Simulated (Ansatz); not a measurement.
Energy ranking of Sb₂Pt structures

These are results of Ansatz, DFT r2SCAN, scalar-relativistic, plane waves, PAW, not measurements. All cells share a 500 eV cutoff and Γ-centred k meshes spaced at most 0.3 Å⁻¹ (0.19 for metals, 2π included).

These are static lattice energies at zero pressure. The comparison covers the computed candidates alone. For metals, differences of a few meV/atom aren't resolved. Spin–orbit coupling is left out. No run is spin-polarised.

| # | started from | space group | atoms | V (Å³/atom) | ΔE (meV/atom) | gap on mesh (eV) |
| --- | --- | --- | --- | --- | --- | --- |
| 1 | database cell | Pa-3 (No. 205) | 12 | 22.9 | 0 | 0.00 |
| 2 | fluorite type | Fm-3m (No. 225) | 3 | 23.9 | 298 | 0.00 |

The lowest structure: Space group Pa-3 (No. 205), cubic, a = 6.505 Å. Sb has 3 Pt at 2.70 Å and 1 Sb at 2.80 Å; around Pt lie 6 Sb at 2.70 Å. Its energy against the elements is -0.53 eV/atom. The zero of energy is the lowest elemental structures computed at the same level; no fitted shifts are applied.

```cif
data_structure
_symmetry_space_group_name_H-M 'Pa-3'
_symmetry_Int_Tables_number 205
_cell_length_a 6.5047
_cell_length_b 6.5047
_cell_length_c 6.5047
_cell_angle_alpha 90.000
_cell_angle_beta 90.000
_cell_angle_gamma 90.000
_cell_volume 275.22
loop_
_atom_site_label
_atom_site_type_symbol
_atom_site_symmetry_multiplicity
_atom_site_Wyckoff_symbol
_atom_site_fract_x
_atom_site_fract_y
_atom_site_fract_z
_atom_site_occupancy
Sb1 Sb 8 c 0.37552 0.37552 0.37552 1
Pt1 Pt 4 a 0.00000 0.00000 0.00000 1
```

The second: Space group Fm-3m (No. 225), cubic, a = 6.598 Å. Sb has 4 Pt at 2.86 Å and 6 Sb at 3.30 Å; around Pt lie 8 Sb at 2.86 Å.